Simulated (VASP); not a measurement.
Crystal: Hg.

```
Hg
1.0
     3.17196    0.00000    0.00000
     0.00000    3.17196    0.00000
     0.00000    0.00000    3.17196
Hg
1
Direct
  0.00000 0.00000 0.00000
```

```yaml
Program: VASP 6.6.1
Task: relaxation of cell and atoms
Functional: PBE
Potentials_or_basis: VASP PAW PBE potentials, release 64 (Hg)
Cutoff: 600 eV
k_mesh: 13 × 13 × 13
Occupations: fermi-dirac, width 0.05 eV
Spin: no spin polarisation
```

At the start: pressure -0.5 GPa; volume 31.91 Å³/atom.

Question: How do energy, volume and symmetry change on relaxing?

Answer: Over 4 steps the energy falls by 2.2 meV/atom and the volume is 30.61 Å³/atom (-4.1 %); space group Pm-3m (No. 221, to 0.05 Å).

Step by step:
```tsv
step	energy change (eV)	largest force (eV/Å)	pressure (GPa)	volume (Å³)
1	0.0000	0.0000	-0.49	31.91
2	-0.0012	0.0000	-0.37	31.47
3	-0.0022	0.0000	-0.09	30.82
4	-0.0022	0.0000	0.02	30.61
```

Final structure:
```cif
data_structure
_symmetry_space_group_name_H-M 'P 1'
_symmetry_Int_Tables_number 1
_cell_length_a 3.1281
_cell_length_b 3.1281
_cell_length_c 3.1281
_cell_angle_alpha 90.000
_cell_angle_beta 90.000
_cell_angle_gamma 90.000
_cell_volume 30.61
loop_
_atom_site_label
_atom_site_type_symbol
_atom_site_fract_x
_atom_site_fract_y
_atom_site_fract_z
_atom_site_occupancy
Hg1 Hg 0.00000 0.00000 0.00000 1
```
